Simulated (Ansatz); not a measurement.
**Rh(111) / 3 layers Zn(0001) / Rh(111): resistance against film thickness**

Wanted: interface resistance and thickness dependence for Rh(111) / 3 layers Zn(0001) / Rh(111).

Main program and level: Ansatz 0.2.0; Ansatz plane-wave DFT, PBE, PAW files; ballistic transport by layer matching (Landauer), zero bias.

## Step 1: The starting structure

The cell holds 11 atoms: 8 Rh and 3 Zn. Cell: a = 2.689 Å, b = 2.689 Å, c = 24.852 Å, α = 90.0°, β = 90.0°, γ = 120.0°. It derives from Rh and Zn. Regions: lead, 8 atoms (8 Rh); films, 3 atoms (3 Zn). The structure is stacked along c, and the current runs across the ab planes.

## Step 2: With 3 layers

The film is laid into the lead at the lead's in-plane lattice, and the cell closes on the lead's own image. The mesh across the current, 32×32, is finer than the density's, because channels open and close sharply across the zone. Energies from -1 to 1 eV in steps of 0.036 eV cover the slope of the Fermi function at 300 K, so the program can form a conductance.

The input, input.yaml:

```yaml
crystal:
  lattice:
    - [2.6891977995, 0.0, 0.0]
    - [-1.3445988998, 2.3289136102, 0.0]
    - [0.0, 0.0, 24.851790122]
  atoms:
    - { symbol: Rh, position: [0.0, 0.0, 0.0441763108] }
    - { symbol: Rh, position: [0.3333333333, 0.6666666667, 0.1325289324] }
    - { symbol: Rh, position: [0.6666666667, 0.3333333333, 0.220881554] }
    - { symbol: Rh, position: [0.0, 0.0, 0.3092341756] }
    - { symbol: Zn, position: [0.3333333333, 0.6666666667, 0.4022736576] }
    - { symbol: Zn, position: [0.6666666667, 0.3333333333, 0.5] }
    - { symbol: Zn, position: [0.3333333333, 0.6666666667, 0.5977263424] }
    - { symbol: Rh, position: [0.6666666667, 0.3333333333, 0.6907658244] }
    - { symbol: Rh, position: [0.0, 0.0, 0.779118446] }
    - { symbol: Rh, position: [0.3333333333, 0.6666666667, 0.8674710676] }
    - { symbol: Rh, position: [0.6666666667, 0.3333333333, 0.9558236892] }
kpoints:
  mp_grid: { grid: [16, 16, 1] }
hamiltonian:
  xc: pbe
scf:
  occupations: { method: fermi_dirac, width: 0.1 }
output:
  transmission: { leads: [[0, 1]], kmesh: [32, 32], e_range: [-1.0, 1.0], de: 0.036 }
  write_potential: true
  write_density: true
  volumetric_format: npy
  elf: true
```

Started as:

```
ansatz run input.yaml --threads 4 --pin off --max-ram 8192MiB --backend cpu --events-out ev --progress --plain --runs-dir out
```

Numbers of over 12 decimals in the logs are rounded to 6 here.

The program printed:

```text
Engine: ansatz 0.2.0, aarch64-unknown-linux-gnu
Pseudopotentials: kind: paw
Pseudopotential: Rh, paw, valence charge 17, recommended cutoff 420 eV (normal), Rh.paw.azcp
Pseudopotential: Zn, paw, valence charge 12, recommended cutoff 420 eV (normal), Zn.paw.azcp
Functional definition: PBE
  parameter kappa = 0.804
  parameter beta = 0.066725
  exchange = pbe_x(kappa = kappa, mu = beta*pi^2/3)
  correlation = pbe_c(beta = beta)
Crystal: 11 atoms, lattice volume = 155.645 Å³
Basis set: ecut = 420 eV, 3089 PW (Γ)
Bands: 104, of which v1, the nominal top of the filled ones, is band 86 counted from 1 (85 counted from 0)
Symmetry: 6 space group operations
Space group: P3m1 (ITA 156), of the structure as read, at distance tolerance 5.4e-5 Å
k-points: 30 of 256 (time reversal used)
Non-local potential: Rh, projectors of the file, l = 0: 3, l = 1: 2, l = 2: 2, l = 3: 1
Non-local potential: Zn, projectors of the file, l = 0: 2, l = 1: 2, l = 2: 3, l = 3: 1
PAW form: soft (Blöchl's): semilocal exchange-correlation on the pseudo side does not see the compensation charge
PAW one-centre angular grid: Rh, 590 points (default); XC on 64 Gauss nodes
PAW one-centre angular grid: Zn, 590 points (default); XC on 64 Gauss nodes
Initial density: superposition of atomic densities (neutral atoms: chi_scale 0, normalization atom), corrected by the library's trained network
Initial wavefunctions: pseudopotential atomic-orbital guess
Functional: x = pbe(κ = 0.804, μ = 0.219515), c = pbe(β = 0.066725)
SCF iter   1: F=—  HF=-61180.640344 eV  |F-HF|=—  |Δ(HF+E_count)|=         —  Δρ=5.17e-3  dr2=4.21e-1  ethr=1.77e-3  ⟨swp⟩=5.3  Hψ=10764  notcnv=0  defer=50
preconditioner: auto → Kerker (q_TF=auto, 2.774 Å⁻¹)  [metal: Δε(μ)=0.012 eV  Ē_g=7.893 eV  σ=0.100 eV  W_gap=0.03  n_scr=50 (ndim 8)  ℏωp=30.9 eV  f_vac=0.000  D(μ)=11.81/eV (n_scr^D=154)]
SCF iter   2: F=—  HF=-61180.640767 eV  |F-HF|=—  |Δ(HF+E_count)|=   4.23e-4  Δρ=2.56e-3  dr2=1.81e-1  ethr=2.45e-4  ⟨swp⟩=1.1  Hψ=3606  notcnv=0  defer=55
SCF iter   3: F=—  HF=-61180.639233 eV  |F-HF|=—  |Δ(HF+E_count)|=   1.53e-3  Δρ=1.13e-3  dr2=2.16e-2  ethr=1.05e-4  ⟨swp⟩=1.0  Hψ=3023  notcnv=0  defer=55
SCF iter   4: F=—  HF=-61180.638380 eV  |F-HF|=—  |Δ(HF+E_count)|=   8.53e-4  Δρ=5.23e-4  dr2=2.55e-3  ethr=1.26e-5  ⟨swp⟩=2.0  Hψ=3436  notcnv=0  defer=55
SCF iter   5: F=—  HF=-61180.638212 eV  |F-HF|=—  |Δ(HF+E_count)|=   1.68e-4  Δρ=1.89e-4  dr2=3.69e-4  ethr=1.48e-6  ⟨swp⟩=2.0  Hψ=3451  notcnv=0  defer=55
SCF iter   6: F=—  HF=-61180.638210 eV  |F-HF|=—  |Δ(HF+E_count)|=   1.77e-6  Δρ=6.65e-5  dr2=3.39e-5  ethr=2.14e-7  ⟨swp⟩=1.0  Hψ=3024  notcnv=0  defer=55
SCF iter   7: F=—  HF=-61180.638211 eV  |F-HF|=—  |Δ(HF+E_count)|=   6.34e-7  Δρ=2.25e-5  dr2=4.98e-6  ethr=1.97e-8  ⟨swp⟩=1.0  Hψ=3028  notcnv=0  defer=55
SCF iter   8: F=—  HF=-61180.638211 eV  |F-HF|=—  |Δ(HF+E_count)|=   8.33e-8  Δρ=8.90e-6  dr2=9.41e-7  ethr=2.89e-9  ⟨swp⟩=1.0  Hψ=3024  notcnv=0  defer=55
SCF iter   9: F=-61180.638210 eV  HF=-61180.638211 eV  |F-HF|=1.52e-7  |Δ(HF+E_count)|=   8.11e-9  Δρ=7.22e-6  dr2=9.70e-8  ethr=5.81e-11  ⟨swp⟩=7.3  Hψ=10431  notcnv=0
SCF 1 converged in 9 iterations: F = -61180.638210 eV  dr2 = 9.70e-8
  greatest PAW one-centre occupation: 1.000 electrons in one spin orbital (limit 2), on the Rh atom at site 9 (counted from 0), in its partial waves of l = 0
transmission: 419 of 4182 steps passed
transmission: 837 of 4182 steps passed
[...]
transmission: 4182 of 4182 steps passed
SCF converged after 9 iterations
Free energy (F): -61180.638210 eV
Harris-Foulkes:  -61180.638211 eV  (|F-HF|=1.52e-7)
Internal energy: -61180.249324 eV  (E = F + TS)
E sigma→0 (E₀):  -61180.443767 eV
Entropy (-TS):   -0.388886 eV (-35.353 meV/atom)
Fermi energy:    19.011044 eV
--- Per-component energies (eV) ---
  E_band       = -696.648502
  E_kinetic    = 4981.136494
  E_local      = -29696.912445  (includes V_loc(G=0)·N_el)
  E_nonlocal   = 4670.034241
  E_hartree    = 12541.120219
  E_xc         = -2188.914409
  E_vxc        = -2387.251505  (∫ρ·V_xc dr)
  E_paw        = -34170.933223  (= ΣΔE_a)
  E_vpaw       = -3345.939443  (= ΣTr[D̂ρ^β])
  E_aug_tail   = 0.005757  (compensation charges beyond the density's cutoff)
  E_ewald      = -17315.785958
  E_smearing   = -0.388886  (= −TS)
  E_closure    = 0.000000  (closes the sum)
  Σ components = -61180.638210   (vs F -61180.638210, Δ=0.00e0)
--- Band table (eV; the first three rows and the last of 30) ---
  k-point 0: bands = [... 82 lower, 17.9730, 17.9730, 18.0185, 18.0185, 18.1922, 18.1922, 18.2337, 18.5298, ... 14 higher]
  k-point 1: bands = [... 82 lower, 17.7450, 17.9219, 17.9356, 18.0552, 18.0880, 18.1830, 18.2282, 18.3350, ... 14 higher]
  k-point 2: bands = [... 82 lower, 17.5033, 17.5111, 17.7541, 17.8029, 18.0337, 18.0811, 18.2892, 18.5247, ... 14 higher]
  k-point 29: bands = [... 82 lower, 18.9418, 19.1407, 19.2390, 19.3020, 19.3461, 19.4771, 19.9897, 20.1599, ... 14 higher]
--- Transmission ---
  basis      : 55 plane waves across, 41 finite elements along
  points     : 102, standing for a mesh of 32 x 32
  filling    : by the input's occupations and mesh, since the crystals that have channels conduct as metals do. If one of these is a semiconductor, that mesh has misplaced its level
  energies   : 56 from -1.000000 to 0.980000 eV about the Fermi level, 0.036000 eV apart; the leads are filled to 0.000000 eV, and channels, transmission and decay are at 0.008000 eV
  crystal 0  : Rh1, at the sites [0, 1], period 2.1957 Å, over 17.57 Å; its Hamiltonian steps by up to 11.5 meV
    offset         : up to 0.0000 Å between an atom of the period and one for which it stands
    filled         : 10.3 meV under the level at which it is neutral
    channels       : 1.792969e0 a spin
    conductance    : 2.2247e15 S/m² at 300 K; may be off by some 0.0 % by where its bands' edges are placed, 3.0 % from the k-mesh, 0.2 % from the distance to neutral
    slowest decay  : 0.0852 /Å at (0.4062, 0.1875)
  junction   : crystal 0 to crystal 0, 0.70 to 23.35 Å
    transmission   : 7.577264e-1 a spin
    conductance    : 9.0925e14 S/m² at 300 K (9.3293e14 on every other point, 9.0709e14 on every other energy)
    error estimate : 0.2 % from the energy spacing and 0.5 % from band edges of the leads and from resonances (wavevectors taken as independent; lower de), 3.7 % from the k-mesh, 4.5 % from the steps of its leads' Hamiltonians or their offsets (lay more layers), 0.7 % from the distance to neutral
    resistance     : 6.5031e-4 Ω µm² beyond half of each lead's own
```

The job ended after 2.4 min (4 threads of Arm Neoverse V2, shared host; peak memory 0.78 GiB; 7.7 min of CPU time).

This step gave:

| Item | Value |
| --- | --- |
| free energy | -61180.6382 eV |
| energy at zero smearing | -61180.4438 eV |
| Fermi energy | 19.01 eV |
| cell area | 6.263 Å² |
| step of the lead's potential | 11.5 meV |
| ballistic conductance of the lead | 2.22e15 S/m² |
| estimated errors of the lead's conductance | 0, 3, 0.2 % (band edges, k-mesh, distance from neutral) |
| lead conductance per cell | 1.798 G₀ |
| conductance of the junction | 9.09e14 S/m² |
| junction conductance per cell | 0.7350 G₀ |
| estimated errors of the junction's conductance | 0.2, 0.5, 3.7, 4.5, 0.7 % (energy step, band edges, k-mesh, leads' steps, distance from neutral) |
| area resistance that the stack adds (contact term taken off, spin by spin) | 0.6503 fΩ m² |

Per spin. Transmission, zone mean against energy, zero at the Fermi level:

| energy (eV) | transmission, zone mean |
| --- | --- |
| -1.000 | 0.606 |
| -0.892 | 0.585 |
| -0.820 | 0.539 |
| -0.712 | 0.547 |
| -0.640 | 0.605 |
| -0.532 | 0.570 |
| -0.424 | 0.564 |
| -0.352 | 0.588 |
| -0.244 | 0.620 |
| -0.136 | 0.647 |
| -0.064 | 0.703 |
| 0.008 | 0.758 |
| 0.044 | 0.753 |
| 0.116 | 0.764 |
| 0.224 | 0.770 |
| 0.296 | 0.783 |
| 0.332 | 0.778 |
| 0.404 | 0.727 |
| 0.512 | 0.637 |
| 0.620 | 0.557 |
| 0.692 | 0.555 |
| 0.728 | 0.566 |
| 0.800 | 0.547 |
| 0.872 | 0.500 |
| 0.980 | 0.491 |

Per spin. Open channels, zone mean, lead against energy, zero at the Fermi level:

| energy (eV) | open channels, zone mean, lead |
| --- | --- |
| -1.000 | 1.80 |
| -0.964 | 1.81 |
| -0.892 | 1.75 |
| -0.856 | 1.79 |
| -0.784 | 1.71 |
| -0.748 | 1.74 |
| -0.676 | 1.75 |
| -0.640 | 1.74 |
| -0.568 | 1.71 |
| -0.532 | 1.73 |
| -0.460 | 1.71 |
| -0.424 | 1.71 |
| -0.352 | 1.68 |
| -0.316 | 1.67 |
| -0.244 | 1.68 |
| -0.208 | 1.68 |
| -0.136 | 1.74 |
| -0.100 | 1.78 |
| -0.028 | 1.79 |
| 0.008 | 1.79 |
| 0.080 | 1.83 |
| 0.116 | 1.86 |
| 0.188 | 1.86 |
| 0.224 | 1.91 |
| 0.296 | 1.98 |
| 0.332 | 1.96 |
| 0.404 | 1.96 |
| 0.440 | 1.97 |
| 0.512 | 1.85 |
| 0.548 | 1.71 |
| 0.620 | 1.47 |
| 0.656 | 1.39 |
| 0.728 | 1.22 |
| 0.764 | 1.07 |
| 0.836 | 0.964 |
| 0.872 | 0.935 |
| 0.944 | 0.782 |
| 0.980 | 0.653 |

Transmission over k1 and k2. At 0.0080 eV from the Fermi level.

Values, 12 rows by 16 columns, each cell a mean:
```
0.463 0.571 0.929 0.996 0.986 0.987 0.955 0.735 0.490 0.722 0.455 0.439 0.364 0.249 0.418 0.773
0.775 0.939 0.860 0.902 0.930 0.934 0.971 0.876 0.844 0.868 0.644 0.540 0.187 0.308 0.413 0.314
0.981 0.991 0.900 0.985 0.956 0.919 0.912 0.950 0.938 0.962 0.968 0.938 0.532 0.137 0.174 0.463
0.959 0.975 0.917 0.946 0.909 0.883 0.836 0.860 0.903 0.922 0.939 0.937 0.988 0.609 0.482 0.320
0.656 0.989 0.951 0.942 0.870 0.830 0.747 0.646 0.747 0.828 0.882 0.951 0.961 0.974 0.561 0.765
0.547 0.756 0.821 0.980 0.921 0.855 0.698 0.245 0.244 0.646 0.848 0.918 0.957 0.894 0.809 0.491
0.579 0.567 0.925 0.901 0.963 0.894 0.815 0.608 0.320 0.512 0.778 0.866 0.929 0.894 0.959 0.727
0.601 0.422 0.636 0.992 0.928 0.950 0.880 0.853 0.801 0.761 0.829 0.864 0.893 0.983 0.924 0.975
0.789 0.309 0.480 0.717 0.986 0.934 0.956 0.943 0.918 0.869 0.868 0.914 0.941 0.986 0.907 0.993
0.768 0.104 0.226 0.146 0.485 0.890 0.989 0.887 0.934 0.943 0.950 0.962 0.964 0.846 0.983 0.989
0.483 0.349 0.434 0.087 0.550 0.230 0.683 0.797 0.791 0.978 0.932 0.925 0.958 0.947 0.856 0.758
0.663 0.577 0.439 0.670 0.653 0.486 0.678 0.590 0.497 0.659 0.889 0.978 0.988 0.942 0.620 0.439
```
Columns: k1 (b1) from -0.5 to 0.469; rows upwards: k2 (b2) from -0.5 to 0.469.

Open channels over k1 and k2. At 0.0080 eV from the Fermi level.

Values, 12 rows by 16 columns, each cell a mean:
```
2.25 2.19 2.19 1.13 1.00 1.00 1.88 2.00 2.56 1.88 0.69 0.88 1.00 1.00 0.69 1.44
1.81 1.94 2.81 2.31 2.06 2.75 2.00 2.56 2.56 2.19 1.31 0.94 1.56 1.62 1.31 0.94
1.00 1.12 2.31 2.00 2.00 2.25 2.12 2.00 2.00 2.31 1.19 1.00 1.00 1.31 1.38 1.00
1.00 1.00 2.81 2.31 2.00 2.00 2.00 2.00 2.00 2.00 2.69 1.88 1.00 1.00 0.69 0.88
1.88 1.50 2.25 2.25 2.00 2.00 2.00 2.00 2.00 2.00 2.06 2.31 1.75 1.75 1.62 1.44
2.56 2.19 2.81 2.00 2.00 2.00 2.00 2.38 2.56 2.00 2.00 2.00 2.12 2.50 2.19 2.56
2.25 1.88 2.31 2.38 2.00 2.00 2.00 2.00 2.38 2.00 2.00 2.00 2.00 2.19 2.38 2.13
1.25 0.62 1.56 1.12 1.87 2.69 2.06 2.00 2.00 2.00 2.00 2.00 2.00 2.69 1.81 1.38
1.00 0.87 1.19 1.00 1.00 1.87 2.12 2.00 2.00 2.00 2.00 2.00 2.00 2.25 1.81 1.00
1.00 1.00 1.81 1.25 1.00 1.00 1.62 2.50 2.12 2.12 2.50 2.31 2.12 2.31 2.12 1.25
1.31 0.56 1.50 1.31 1.19 0.56 1.75 2.06 2.50 2.25 1.75 1.94 1.56 2.38 2.25 2.25
2.56 1.25 1.19 1.00 1.00 0.88 1.50 2.38 2.69 2.00 1.38 1.00 1.00 1.31 2.00 2.50
```
Columns: k1 (b1) from -0.5 to 0.469; rows upwards: k2 (b2) from -0.5 to 0.469.

Valence density in the ca plane at fractional y = 0.333, with atoms of Rh and Zn within 0.2 Å of it. It is the smooth field of the valence electrons, not physical close to the nuclei.

Ten steps, logarithmic in the rise over the least value, from '0' (0 e/Å³) to '9' (32 e/Å³), each cell a mean:
```
11100111111355421111100000000013421000000002
11000001001577631011000000000026862000000014
00000000002578641000000000000037972000000014
11000011001467631011000000000025752000000013
22100122111244311112100001100012320000110001
33211233210112100133210011100000100000111000
44211234310011100234310012200000000001221000
33211133210122110133210011100000100000111001
```
Columns run along c (16.0 Å, from fractional 0.03 to 0.68 of the cell), rows up along a (2.7 Å). Atoms in or near the plane, at fractional coordinates: Rh at (0.22, 0.67), Zn at (0.50, 0.67).

ELF in the ca plane at fractional y = 0.333, with atoms of Rh and Zn within 0.2 Å of it. It is the smooth field of the valence electrons, not physical close to the nuclei.

Ten even steps from '0' (0.00) to '9' (0.77), each cell a mean:
```
33222233233477633333322322233221112333223324
33222233333799842333322233343220002234444325
33222233333799952333322233443210001234444336
33222223333699842333222233333220002234334325
33222233333466533233322222223322122332222323
44333345423333322345423222223333333322222232
55333355423333332355433222222333333322222233
44333344323233322344423222223332223332222232
```
Columns run along c (16.0 Å, from fractional 0.03 to 0.68 of the cell), rows up along a (2.7 Å). Atoms in or near the plane, at fractional coordinates: Rh at (0.22, 0.67), Zn at (0.50, 0.67).

Electrostatic potential energy in the ca plane at fractional y = 0.333, with atoms of Rh and Zn within 0.2 Å of it. With pseudopotentials it is smooth inside the atoms' cores, unlike the true potential.

Values in eV, 5 rows by 16 columns, each cell a mean:
```
 15  20  15  17 -22  -6  17  17  20  17  18  -9   4  19  17  12
 20  21  20  15 -32 -17  19  20  21  19  17 -22  -5  20  20   4
 15  20  14  17 -21  -5  17  17  20  16  18  -8   4  18  16  12
 -3  16  -4  15  13  16   7   5  16   5  19  15  18  14   6  19
 -4  16  -3  15  13  16   6   4  16   5  19  15  18  15   6  19
```
Columns run along c (16.0 Å, from fractional 0.03 to 0.68 of the cell; values clipped at the 3rd and 97th percentile), rows up along a (2.7 Å). Atoms in or near the plane, at fractional coordinates: Rh at (0.22, 0.67), Zn at (0.50, 0.67).

The lead's potential steps by 12 meV from period to period, small in itself. The program estimates the junction's conductance to 3.7 % from the k-mesh, 0.7 % from the leads' distance from neutral and 4.5 % from their steps.

By hand: 1/G − 1/G_lead = 1/0.9093 − 1/2.225 = 0.650 fΩ m² with G in 10¹⁵ S/m².

## Step 3: With 5 layers, film layers 5

The stack now holds 5 film layers; the k-mesh follows the cell, and the energies span -0.27 to 0.27 eV.

System of this step: Rh(111) / 5 layers Zn(0001) / Rh(111). The cell holds 13 atoms: 8 Rh and 5 Zn. Its edges and angles: a = 2.689 Å, b = 2.689 Å, c = 29.709 Å, α = 90.0°, β = 90.0°, γ = 120.0°. It derives from Rh and Zn. Regions: lead, 8 atoms (8 Rh); films, 5 atoms (5 Zn). The structure is stacked along c, and the current runs across the ab planes.

The input, input.yaml:

```yaml
crystal:
  lattice:
    - [2.6891977995, 0.0, 0.0]
    - [-1.3445988998, 2.3289136102, 0.0]
    - [0.0, 0.0, 29.7091392232]
  atoms:
    - { symbol: Rh, position: [0.0, 0.0, 0.0369536255] }
    - { symbol: Rh, position: [0.3333333333, 0.6666666667, 0.1108608765] }
    - { symbol: Rh, position: [0.6666666667, 0.3333333333, 0.1847681274] }
    - { symbol: Rh, position: [0.0, 0.0, 0.2586753784] }
    - { symbol: Zn, position: [0.3333333333, 0.6666666667, 0.3365032031] }
    - { symbol: Zn, position: [0.6666666667, 0.3333333333, 0.4182516016] }
    - { symbol: Zn, position: [0.3333333333, 0.6666666667, 0.5] }
    - { symbol: Zn, position: [0.6666666667, 0.3333333333, 0.5817483984] }
    - { symbol: Zn, position: [0.3333333333, 0.6666666667, 0.6634967969] }
    - { symbol: Rh, position: [0.6666666667, 0.3333333333, 0.7413246216] }
    - { symbol: Rh, position: [0.0, 0.0, 0.8152318726] }
    - { symbol: Rh, position: [0.3333333333, 0.6666666667, 0.8891391235] }
    - { symbol: Rh, position: [0.6666666667, 0.3333333333, 0.9630463745] }
kpoints:
  mp_grid: { grid: [16, 16, 1] }
hamiltonian:
  xc: pbe
scf:
  occupations: { method: fermi_dirac, width: 0.1 }
output:
  transmission:
    leads: [[0, 1]]
    kmesh: [32, 32]
    e_range: [-0.27, 0.27]
    de: 0.036
  write_potential: true
  write_density: true
  volumetric_format: npy
```

The program printed:

```text
[...]
Crystal: 13 atoms, lattice volume = 186.066 Å³
Basis set: ecut = 420 eV, 3681 PW (Γ)
Bands: 118, of which v1, the nominal top of the filled ones, is band 98 counted from 1 (97 counted from 0)
Symmetry: 6 space group operations
[...]
k-points: 30 of 256 (time reversal used)
[...]
--- Transmission ---
  basis      : 55 plane waves across, 47 finite elements along
  points     : 102, standing for a mesh of 32 x 32
[...]
filled         : 11.2 meV under the level at which it is neutral
    channels       : 1.792969e0 a spin
[...]
slowest decay  : 0.0661 /Å at (0.4062, 0.1875)
  junction   : crystal 0 to crystal 0, 0.70 to 28.21 Å
    transmission   : 6.432415e-1 a spin
[...]
resistance     : 8.1201e-4 Ω µm² beyond half of each lead's own
[key lines of the parts left out:]
SCF converged after 11 iterations
Free energy (F): -67818.692828 eV
Fermi energy:    17.707946 eV
```

Elapsed: 82 s, on 4 threads; peak memory 1 GiB; 4.8 min of CPU time.

Numbers from this step:

```
free energy                                                                : -67818.6928 eV
energy at zero smearing                                                    : -67818.4920 eV
Fermi energy                                                               : 17.71 eV
step of the lead's potential                                               : 10.9 meV
conductance of the junction                                                : 7.93e14 S/m²
junction conductance per cell                                              : 0.6407 G₀
estimated errors of the junction's conductance                             : 0.3, 0.4, 3.4, 9, 0.4 % (energy step, band edges, k-mesh, leads' steps, distance from neutral)
area resistance that the stack adds (contact term taken off, spin by spin) : 0.8120 fΩ m²
```

Per spin. Table of transmission, zone mean by energy, zero at the Fermi level:

| energy (eV) | transmission, zone mean |
| --- | --- |
| -0.270 | 0.609 |
| -0.234 | 0.629 |
| -0.198 | 0.627 |
| -0.162 | 0.608 |
| -0.126 | 0.618 |
| -0.090 | 0.638 |
| -0.054 | 0.629 |
| -0.018 | 0.633 |
| 0.018 | 0.643 |
| 0.054 | 0.655 |
| 0.090 | 0.672 |
| 0.126 | 0.675 |
| 0.162 | 0.686 |
| 0.198 | 0.699 |
| 0.234 | 0.712 |
| 0.270 | 0.709 |

The conductance of the junction is 7.9e14 S/m², 13 % under the 9.1e14 S/m² of the last finished run.

[end of part 1 of 2]

[Logs are printed without paths, hosts, clocks, repeated set-up lines and the standing remarks that a program may print on its own settings, such as how far it seeks lower states.]

[Hosts, paths, dates, database ids (printed as entryN), source tags and the programs' standing remarks are cut or masked in the printed files.]
